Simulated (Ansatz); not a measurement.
Crystal: MoP.

```xyz
2
Lattice="3.2230 0.0000 0.0000 -1.6115 2.7912 0.0000 0.0000 0.0000 3.1910" Properties=species:S:1:pos:R:3 pbc="T T T"
Mo    0.0000    0.0000    0.0000
P     0.0000    1.8608    1.5955
```

- Program: Ansatz 0.2.0
- Task: relaxation of cell and atoms
- Functional: revPBE
- Potentials or basis: all-electron LAPW, scalar-relativistic
- Basis error allowed: 0.001 eV/atom
- k mesh: 10 × 10 × 8
- Occupations: fermi-dirac, width 0.05 eV
- Spin: no spin polarisation

At the start: volume 14.35 Å³/atom.

Where does the relaxation end?

Over 5 steps the energy falls by 4.5 meV/atom and the volume is 14.67 Å³/atom (+2.2 %); space group P-6m2 (No. 187, to 0.05 Å).

Step by step:
| step | energy change (eV) | largest force (eV/Å) | volume (Å³) |
| --- | --- | --- | --- |
| 1 | 0.0000 | 0.0000 | 28.71 |
| 2 | -0.0065 | 0.0000 | 29.55 |
| 3 | -0.0091 | 0.0000 | 29.35 |
| 4 | -0.0091 | 0.0000 | 29.33 |
| 5 | -0.0091 | 0.0000 | 29.33 |

Final structure:
```cif
data_structure
_symmetry_space_group_name_H-M 'P 1'
_symmetry_Int_Tables_number 1
_cell_length_a 3.2522
_cell_length_b 3.2522
_cell_length_c 3.2024
_cell_angle_alpha 90.000
_cell_angle_beta 90.000
_cell_angle_gamma 120.000
_cell_volume 29.33
loop_
_atom_site_label
_atom_site_type_symbol
_atom_site_fract_x
_atom_site_fract_y
_atom_site_fract_z
_atom_site_occupancy
Mo1 Mo 0.00000 0.00000 0.00000 1
P1 P 0.33333 0.66667 0.50000 1
```
